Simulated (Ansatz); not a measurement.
A run of Ansatz 0.2.0:

The input input.yaml:

```yaml
crystal:
  lattice:
    - [-1.8946518192, 1.8946518192, 1.8946518192]
    - [1.8946518192, -1.8946518192, 1.8946518192]
    - [1.8946518192, 1.8946518192, -1.8946518192]
  atoms:
    - { symbol: Sn, position: [0.0, 0.0, 0.0] }
kpoints:
  mp_grid: { grid: [10, 10, 10] }
scf:
  occupations: { method: fermi_dirac, width: 0.05 }
hamiltonian:
  xc: pbe
  pseudopotentials: { kind: all_electron, lapw: { basis_error: 0.001 } }
output:
  forces: true
  stress: true
  eigenvalues: true
  populations: true
```

Potentials or basis: all-electron LAPW, scalar-relativistic.

Command:

```bash
$ ansatz run input.yaml --threads 1 --pin off --max-ram 3072MiB --backend cpu --events-out ev --progress --plain --runs-dir out
```

Hardware: 1 thread of Arm Neoverse V1, with other jobs on the host.

Q: Estimate the wall time of this run.

A: Wall time 4.2 s on 1 thread of Arm Neoverse V1, on a shared host, peak memory 0.23 GiB. Counts: scf iterations 7, plane waves 141, k points 47, bands 15.
